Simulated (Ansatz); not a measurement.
Stackings of close-packed layers of Ru (one atom a layer), each relaxed to a stress under 0.05 GPa; h and k mark layers whose two neighbours have the same or different letters; energies count from the stacking AB (P6_3/mmc).

Method: DFT PBEsol, scalar-relativistic, plane waves, PAW in Ansatz.

Cutoff 420 eV, Gaussian smearing of 0.10 eV, energies at zero smearing, symmetry of each start kept, no spin polarisation.

```csv
start,atoms,k mesh,excess energy (meV/atom),spacing of like layers (Å),a (Å)
ABC (kkk),3,18×18×7,116.1,2.176,2.664
ABAC (khkh),4,18×18×5,82.7,2.155,2.676
ABCACB (hkkhkk),6,18×18×4,78.0,2.158,2.676
ABABCBCAC (khhkhhkhh),9,18×18×3,40.0,2.137,2.686
ABABACBAB (hhhhkkkhh),9,18×18×3,41.8,2.141,2.683
ABCBACACBAB (hkhkkhhkkhh),11,18×18×2,56.5,2.147,2.681
```

Zero in every row: gap on the mesh (eV).

Small energy differences in metals hang on the k mesh (about 10 mJ/m² or 1 to 2 meV/atom on the mesh of the relaxation).